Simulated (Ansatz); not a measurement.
## Structure relaxation of Na

Level of theory: DFT PBE, scalar-relativistic, plane waves, PAW in Ansatz. Cutoff 420 eV, Γ-centred k mesh, Gaussian smearing, no spin polarisation in the final step.

Na was placed on the simple hexagonal structure type (P6/mmm, No. 191), at a guessed volume.

```
CELL_PARAMETERS angstrom
3.59330 0.00000 0.00000
-1.79665 3.11189 0.00000
0.00000 0.00000 3.35749
ATOMIC_POSITIONS crystal
Na 0.00000 0.00000 0.00000
```

Cell and atoms relax at zero pressure; the relaxation can't lower the symmetry of the start.

Energies count from the standard state of Na at the same level.

Which crystal results?

It keeps P6/mmm (No. 191). The result has the simple hexagonal structure. Conventional cell: a = 3.616 Å, c = 3.386 Å. Na is coordinated by 2 Na at 3.39 Å and 6 Na at 3.62 Å.

Space group P6/mmm (No. 191). a = 3.616 Å, b = 3.616 Å, c = 3.386 Å, α = 90.00°, β = 90.00°, γ = 120.00°
| atom | site | symmetry | x | y | z |
| --- | --- | --- | --- | --- | --- |
| Na | 1a | 6/mmm | 0.0000 | 0.0000 | 0.0000 |

What are its volume, energy, density and gap?

The volume per atom is 38.36 Å³, the density is 1.00 g/cm³ and the energy over the standard structure is 0.07 eV/atom. The gap on the 18×18×16 mesh is 0 eV (a metal).

The final run used a 18×18×16 mesh on its 1-atom cell and 0.10 eV smearing. For metals, differences of a few meV/atom aren't resolved. Symmetry constrained the relaxation, so the result can be a saddle point. The steps took of the order of 16 core-seconds in all.

This form isn't the element's structure at ambient conditions.